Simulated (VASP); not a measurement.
# Cu2O (Cuprite) (Pn-3m) in VASP: further runs, part 2 of 2

VASP 6.6.1.

## 3. Relaxation of cell and atoms, PBEsol

This run uses another cell than the first one, of 12.62 Å³/atom, 0.980 times its volume.

INCAR

```
ALGO = Normal ; EDIFF = 1E-7
EDIFFG = -0.005 ; ENCUT = 600
GGA = PS ; IBRION = 2
ISIF = 3 ; ISMEAR = 0
KPAR = 4 ; LASPH = True
LCHARG = False ; LREAL = False
LWAVE = False ; NELM = 80
NSW = 90 ; PREC = Accurate
SIGMA = 0.03
```

KPOINTS

```
k-points
0
Gamma
  6 6 6
```

POSCAR

```
Cu2O                                    
1.0
    4.2311326685      0.0000000000      0.0000000000
    0.0000000000      4.2311326685      0.0000000000
   -0.0000000000      0.0000000000      4.2311326685
  Cu              O             
     4     2
Direct
     0.2500000000000000    0.2500000000000000    0.2500000000000000
     0.2500000000000000    0.7500000000000000    0.7500000000000000
     0.7500000000000000    0.7500000000000000    0.2500000000000000
     0.7500000000000000    0.2500000000000000    0.7500000000000000
     0.0000000000000000    0.0000000000000000    0.0000000000000000
     0.5000000000000000    0.5000000000000000    0.5000000000000000
```

Potentials or basis: VASP PAW PBE potentials, release 64 (Cu, O).

Launch:

```sh
$ cat potpaw_PBE.64/Cu/POTCAR potpaw_PBE.64/O/POTCAR > POTCAR
$ mpirun -np 4 vasp_std > vasp.out
```

OUTCAR:

```text
EDIFF = 1E-7
   EDIFFG = -0.005
   ENCUT = 600
   GGA = PS
   IBRION = 2
   ISIF = 3
   ISMEAR = 0
   LASPH = True
   LREAL = False
   NELM = 80
   NSW = 90
   PREC = Accurate

 ion  position               nearest neighbor table
   1  0.250  0.250  0.250-   5 1.83   6 1.83
   2  0.250  0.750  0.750-   5 1.83   6 1.83
   3  0.750  0.750  0.250-   5 1.83   6 1.83
   4  0.750  0.250  0.750-   5 1.83   6 1.83
   5  0.000  0.000  0.000-   1 1.83   2 1.83   3 1.83   4 1.83
   6  0.500  0.500  0.500-   1 1.83   2 1.83   3 1.83   4 1.83

  LATTYP: Found a simple cubic cell.
 ALAT       =     4.2311326685

  Lattice vectors:

 A1 = (   4.2311326685,   0.0000000000,   0.0000000000)
 A2 = (   0.0000000000,   4.2311326685,   0.0000000000)
 A3 = (   0.0000000000,   0.0000000000,   4.2311326685)

Analysis of symmetry for initial positions (statically):
=====================================================================
 Subroutine PRICEL returns:
 Original cell was already a primitive cell.

[... 180 lines left out ...]
 cond. band min:       5.3899484389   @ k =   0.0000   0.0000   0.0000
 fundamental gap:      0.5516882944
 Fermi energy:         4.9673800842

 k-point     1 :       0.0000    0.0000    0.0000
  band No.  band energies     occupation
      1     -15.4325      2.00000
      2     -14.6348      2.00000
      3      -2.6450      2.00000
      4      -2.6450      2.00000
      5      -2.6450      2.00000
      6      -0.1974      2.00000
[... 709 lines left out ...]
     32       9.7708      0.00000
     33       9.7708      0.00000

------------------------ aborting loop because EDIFF is reached ----------------------------------------

  FORCE on cell =-STRESS in cart. coord.  units (eV):
  Direction    XX          YY          ZZ          XY          YZ          ZX
  --------------------------------------------------------------------------------------
  -------------------------------------------------------------------------------------
  Total        0.0101459      0.0101459      0.0101459     -0.0000000     -0.0000000     -0.0000000
  in kB        0.2146011      0.2146011      0.2146011     -0.0000000     -0.0000000     -0.0000000
  external PRESSURE =       0.2146011 kB  Pullay stress =       0.0000000 kB

 VOLUME and BASIS-vectors are now :
 -----------------------------------------------------------------------------
  energy-cutoff  :      600.00
  volume of cell :       75.75
      direct lattice vectors                 reciprocal lattice vectors
     4.231132668  0.000000000  0.000000000     0.236343334  0.000000000  0.000000000
     0.000000000  4.231132668  0.000000000     0.000000000  0.236343334  0.000000000
     0.000000000  0.000000000  4.231132668     0.000000000  0.000000000  0.236343334

 POSITION                                       TOTAL-FORCE (eV/Angst)
 -----------------------------------------------------------------------------------
      1.05778      1.05778      1.05778         0.000000     -0.000000     -0.000000
      1.05778      3.17335      3.17335        -0.000000     -0.000000     -0.000000
      3.17335      3.17335      1.05778        -0.000000      0.000000     -0.000000
      3.17335      1.05778      3.17335         0.000000      0.000000      0.000000
      0.00000      0.00000      0.00000         0.000000     -0.000000      0.000000
      2.11557      2.11557      2.11557        -0.000000     -0.000000      0.000000
 -----------------------------------------------------------------------------------
    total drift:                                0.000000      0.000000      0.000000

  FREE ENERGIE OF THE ION-ELECTRON SYSTEM (eV)
  ---------------------------------------------------
  free  energy   TOTEN  =       -29.9703716369 eV

  energy  without entropy=      -29.9703716369  energy(sigma->0) =      -29.97037164

 reached required accuracy - stopping structural energy minimisation
```

OSZICAR:

```text
N       E                     dE             d eps       ncg     rms          rms(c)
DAV:   1     0.545413253631E+03    0.54541E+03   -0.28281E+04  1320   0.302E+03
DAV:   2     0.601343492217E+02   -0.48528E+03   -0.47382E+03  1328   0.513E+02
DAV:   3    -0.300614126421E+02   -0.90196E+02   -0.87379E+02  1898   0.240E+02
DAV:   4    -0.362247482433E+02   -0.61633E+01   -0.60842E+01  2045   0.692E+01
DAV:   5    -0.363014173807E+02   -0.76669E-01   -0.76528E-01  1868   0.997E+00    0.194E+01
DAV:   6    -0.338125189931E+02    0.24889E+01   -0.77464E+01  1857   0.166E+02    0.133E+01
DAV:   7    -0.298965892533E+02    0.39159E+01   -0.17648E+01  1775   0.104E+02    0.332E+00
DAV:   8    -0.300109946648E+02   -0.11441E+00   -0.22551E+00  1845   0.104E+01    0.162E+00
DAV:   9    -0.299808129489E+02    0.30182E-01   -0.11866E-01  2001   0.460E+00    0.773E-01
DAV:  10    -0.299718046067E+02    0.90083E-02   -0.62457E-02  1928   0.457E+00    0.281E-01
DAV:  11    -0.299704076798E+02    0.13969E-02   -0.85069E-03  2160   0.120E+00    0.589E-02
DAV:  12    -0.299703770085E+02    0.30671E-04   -0.82061E-04  1762   0.290E-01    0.317E-02
DAV:  13    -0.299703752773E+02    0.17312E-05   -0.26087E-04  1901   0.195E-01    0.163E-02
DAV:  14    -0.299703721989E+02    0.30784E-05   -0.22374E-05  1913   0.878E-02    0.627E-03
DAV:  15    -0.299703717362E+02    0.46270E-06   -0.10389E-06  1832   0.134E-02    0.326E-03
DAV:  16    -0.299703716214E+02    0.11488E-06   -0.92287E-07  1461   0.975E-03    0.175E-04
DAV:  17    -0.299703716369E+02   -0.15561E-07   -0.95345E-08   803   0.269E-03
   1 F= -.29970372E+02 E0= -.29970372E+02  d E =-.299704E+02
```

CONTCAR:

```text
Cu2O
   1.00000000000000
     4.2311326684999999    0.0000000000000000    0.0000000000000000
     0.0000000000000000    4.2311326684999999    0.0000000000000000
     0.0000000000000000    0.0000000000000000    4.2311326684999999
  Cu              O
     4     2
Direct
     0.2500000000000000    0.2500000000000000    0.2500000000000000
     0.2500000000000000    0.7500000000000000    0.7500000000000000
     0.7500000000000000    0.7500000000000000    0.2500000000000000
     0.7500000000000000    0.2500000000000000    0.7500000000000000
     0.0000000000000000    0.0000000000000000    0.0000000000000000
     0.5000000000000000    0.5000000000000000    0.5000000000000000

  0.00000000E+00  0.00000000E+00  0.00000000E+00
  0.00000000E+00  0.00000000E+00  0.00000000E+00
  0.00000000E+00  0.00000000E+00  0.00000000E+00
  0.00000000E+00  0.00000000E+00  0.00000000E+00
  0.00000000E+00  0.00000000E+00  0.00000000E+00
  0.00000000E+00  0.00000000E+00  0.00000000E+00
```

It took 11 s on 4 MPI ranks of Intel Xeon 6975P-C (Granite Rapids), shared host; peak memory 0.22 GiB.

Results:

* Free energy: -29.9704 eV
* Pressure after relaxing: 0.0 GPa
* Band gap on the k mesh: 0.55 eV, direct

Final structure:
```
CELL_PARAMETERS angstrom
4.23113 0.00000 0.00000
0.00000 4.23113 0.00000
0.00000 0.00000 4.23113
ATOMIC_POSITIONS crystal
Cu 0.25000 0.25000 0.25000
Cu 0.25000 0.75000 0.75000
Cu 0.75000 0.75000 0.25000
Cu 0.75000 0.25000 0.75000
O 0.00000 0.00000 0.00000
O 0.50000 0.50000 0.50000
```

Levels at points of the mesh, in eV from the valence-band top:
| k point | band 26 | band 27 | band 28 | band 29 | band 30 | band 31 |
| --- | --- | --- | --- | --- | --- | --- |
| (0.00, 0.00, 0.00) | 0.00 | 0.00 | 0.00 | 0.55 | 1.11 | 1.11 |
| (0.50, 0.00, 0.00) | -1.23 | -0.41 | -0.41 | 2.29 | 2.29 | 4.18 |
| (0.50, 0.50, 0.00) | -1.24 | -0.68 | -0.68 | 1.88 | 1.88 | 3.87 |
| (0.50, 0.50, 0.50) | -0.59 | -0.59 | -0.59 | 2.37 | 2.37 | 2.37 |

Caveat: the relaxation stopped at its first step, so nothing moved; the PAW data sets were made with another functional, which shifts forces and pressure a little. PBEsol gaps usually lie below the measured ones, often by a third to a half.

## 4. Relaxation of cell and atoms, PBEsol

INCAR

```
SYSTEM = Cu2O
PREC = Accurate ; ENCUT = 600
EDIFF = 1E-6 ; ISMEAR = 0
SIGMA = 0.03 ; LREAL = .False.
LASPH = .True. ; NELM = 80
ALGO = Normal ; ISIF = 3
LWAVE = .False. ; LCHARG = .False.
GGA = PS ; IBRION = 2
NSW = 90 ; EDIFFG = -0.01
KPAR = 2
```

KPOINTS

```
regular mesh
0
Gamma
  6 6 6
  0 0 0
```

POSCAR

```
Cu2O
1.0
    4.2600000000      0.0000000000      0.0000000000
    0.0000000000      4.2600000000      0.0000000000
    0.0000000000      0.0000000000      4.2600000000
Cu O
4 2
Direct
    0.2500000000      0.2500000000      0.2500000000
    0.2500000000      0.7500000000      0.7500000000
    0.7500000000      0.7500000000      0.2500000000
    0.7500000000      0.2500000000      0.7500000000
    0.0000000000      0.0000000000      0.0000000000
    0.5000000000      0.5000000000      0.5000000000
```

Launch:

```sh
$ cat potpaw_PBE.64/Cu/POTCAR potpaw_PBE.64/O/POTCAR > POTCAR
$ mpirun -np 2 vasp_std > vasp.out
```

Wall time 36 s (2 MPI ranks of Intel Xeon 6975P-C (Granite Rapids), shared host); peak memory 0.22 GiB.

It converged, with:

```yaml
Free_energy: -29.9724 eV
Relaxed_volume: 12.62 Å³/atom
Relaxed_cell: a = 4.231 Å, b = 4.231 Å, c = 4.231 Å, α = 90.00°, β = 90.00°, γ = 90.00°
Space_group_after_relaxing_to_0.05_Å: Pn-3m (No. 224)
Energy_gained_by_relaxing: 2.1 meV/atom
Ionic_steps: 3
Pressure_after_relaxing: 0.0 GPa
Band_gap_on_the_k_mesh: 0.55 eV, direct
```

Step by step:
```csv
step,energy change (eV),largest force (eV/Å),pressure (GPa),volume (Å³)
1,0.0000,0.0000,-2.52,77.31
2,-0.0099,0.0000,1.14,75.07
3,-0.0125,0.0000,0.04,75.75
```

Final structure:
```
Cu O
1.0
     4.23113    0.00000    0.00000
     0.00000    4.23113    0.00000
     0.00000    0.00000    4.23113
Cu O
4 2
Direct
  0.25000 0.25000 0.25000
  0.25000 0.75000 0.75000
  0.75000 0.75000 0.25000
  0.75000 0.25000 0.75000
  0.00000 0.00000 0.00000
  0.50000 0.50000 0.50000
```

Levels at points of the mesh, in eV from the valence-band top:
| k point | band 26 | band 27 | band 28 | band 29 | band 30 | band 31 |
| --- | --- | --- | --- | --- | --- | --- |
| (0.00, 0.00, 0.00) | 0.00 | 0.00 | 0.00 | 0.55 | 1.11 | 1.11 |
| (0.50, 0.00, 0.00) | -1.23 | -0.41 | -0.41 | 2.29 | 2.29 | 4.18 |
| (0.50, 0.50, 0.00) | -1.24 | -0.68 | -0.68 | 1.88 | 1.88 | 3.87 |
| (0.50, 0.50, 0.50) | -0.59 | -0.59 | -0.59 | 2.37 | 2.37 | 2.37 |

Caveat: the PAW data sets were made with another functional, which shifts forces and pressure a little.

## 5. Relaxation of cell and atoms, PBEsol

This run uses another cell than the first one, of 12.62 Å³/atom, 0.980 times its volume.

INCAR

```
SYSTEM = Cu2O
PREC = Accurate ; ENCUT = 600
EDIFF = 1E-7 ; ISMEAR = 0
SIGMA = 0.03 ; LREAL = .False.
LASPH = .True. ; NELM = 80
ALGO = Normal ; ISIF = 3
LWAVE = .False. ; LCHARG = .False.
GGA = PS ; IBRION = 2
NSW = 90 ; EDIFFG = -0.005
KPAR = 2
```

KPOINTS is that of step 4.

POSCAR

```
Cu2O                                    
1.0
    4.2311326673     -0.0000000000     -0.0000000000
   -0.0000000000      4.2311326673     -0.0000000000
    0.0000000000     -0.0000000000      4.2311326673
  Cu              O             
     4     2
Direct
     0.2500000000000000    0.2500000000000000    0.2500000000000000
     0.2500000000000000    0.7500000000000000    0.7500000000000000
     0.7500000000000000    0.7500000000000000    0.2500000000000000
     0.7500000000000000    0.2500000000000000    0.7500000000000000
     0.0000000000000000    0.0000000000000000    0.0000000000000000
     0.5000000000000000    0.5000000000000000    0.5000000000000000
```

Launch:

```sh
$ cat potpaw_PBE.64/Cu/POTCAR potpaw_PBE.64/O/POTCAR > POTCAR
$ mpirun -np 2 vasp_std > vasp.out
```

Run time: 18 s. Hardware: 2 MPI ranks of Intel Xeon 6975P-C (Granite Rapids), shared host; peak memory 0.21 GiB.

It converged, with:

- Free energy: -29.9704 eV
- Pressure after relaxing: 0.0 GPa
- Band gap on the k mesh: 0.55 eV, direct

Final structure:
```
Cu O
1.0
     4.23113    0.00000    0.00000
     0.00000    4.23113    0.00000
     0.00000    0.00000    4.23113
Cu O
4 2
Direct
  0.25000 0.25000 0.25000
  0.25000 0.75000 0.75000
  0.75000 0.75000 0.25000
  0.75000 0.25000 0.75000
  0.00000 0.00000 0.00000
  0.50000 0.50000 0.50000
```

Levels at points of the mesh, in eV from the valence-band top:
```tsv
k point	band 26	band 27	band 28	band 29	band 30	band 31
(0.00, 0.00, 0.00)	0.00	0.00	0.00	0.55	1.11	1.11
(0.50, 0.00, 0.00)	-1.23	-0.41	-0.41	2.29	2.29	4.18
(0.50, 0.50, 0.00)	-1.24	-0.68	-0.68	1.88	1.88	3.87
(0.50, 0.50, 0.50)	-0.59	-0.59	-0.59	2.37	2.37	2.37
```

Caveat: the relaxation stopped at its first step, so nothing moved; the PAW data sets were made with another functional, which shifts forces and pressure a little. A k mesh can miss the band edges.
